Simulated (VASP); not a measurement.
Write the native input for VASP 6.6.1 that does the following.

```
Task                   : single point
Functional             : PBEsol
Potentials or basis    : VASP PAW PBE potentials, release 64 (Cd, Se)
Cutoff                 : 900 eV
k mesh                 : 9 × 9 × 6
Occupations            : gaussian, width 0.02 eV
Spin                   : no spin polarisation
Further INCAR settings : ALGO = Normal; EDIFF = 1e-06; NBANDS = 26
```

The structure of CdSe lies in POSCAR:

```
CdSe
1.0
    4.3106900000      0.0000000000      0.0000000000
   -2.1553500000      3.7331700000      0.0000000000
    0.0000000000      0.0000000000      7.0318800000
Cd Se
2 2
Direct
    0.6666700000      0.3333300000      0.4999600000
    0.3333300000      0.6666700000      0.9999600000
    0.6666700000      0.3333300000      0.8759000000
    0.3333300000      0.6666700000      0.3759000000
```

The cell is a database's computed one.

These files were run (other wordings do the same):

INCAR

```
SYSTEM = CdSe
PREC = Accurate
ENCUT = 900
EDIFF = 1E-6
ISMEAR = 0
SIGMA = 0.02
LREAL = .False.
LASPH = .True.
NELM = 100
ALGO = Normal
ISIF = 2
LWAVE = .False.
LCHARG = .True.
GGA = PS
LELF = .True.
LVHAR = .True.
NBANDS = 26
```

KPOINTS

```
regular mesh
0
Gamma
  9 9 6
  0 0 0
```

Potentials or basis: VASP PAW PBE potentials, release 64 (Cd, Se).

The run is started by

```bash
$ cat potpaw_PBE.64/Cd/POTCAR potpaw_PBE.64/Se/POTCAR > POTCAR
$ mpirun -np 1 vasp_std > vasp.out
```

It gave:

```
Pressure               : 0.0 GPa
Largest force          : 0.004 eV/Å
Band gap on the k mesh : 0.53 eV, direct
```

Caveat: the PAW data sets were made with another functional, which shifts forces and pressure a little.

Wall time 6.4 min on 1 thread of Intel(R) Xeon(R) 6975P-C (Granite Rapids), with other jobs on the host, peak memory 0.75 GiB.
